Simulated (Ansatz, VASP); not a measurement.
AlN: VASP beside Ansatz

```
CELL_PARAMETERS angstrom
3.13025 0.00000 0.00000
-1.56512 2.71087 0.00000
0.00000 0.00000 5.01796
ATOMIC_POSITIONS crystal
Al 0.33333 0.66667 0.99923
Al 0.66667 0.33333 0.49923
N 0.33333 0.66667 0.38077
N 0.66667 0.33333 0.88077
```

Alike in both runs: task single point; functional HSE06; k mesh 6 × 6 × 4; no spin polarisation.

|  | VASP | Ansatz |
| --- | --- | --- |
| version | VASP 6.6.1 | Ansatz 0.2.0 |
| potentials or method | VASP PAW PBE potentials, release 64 (Al, N) | scalar-relativistic, plane waves, PAW |
| plane-wave cutoff (eV) | 520 | 420 |
| occupations | gaussian, width 0.01 eV | fixed |
| valence electrons in the cell | 16 | 16 |

```tsv
	VASP	Ansatz	Ansatz less VASP
gap on the k mesh at the Fermi level (eV)	5.37	5.38	+0.008
least direct gap on the mesh (eV)	5.37	5.38	+0.008
```
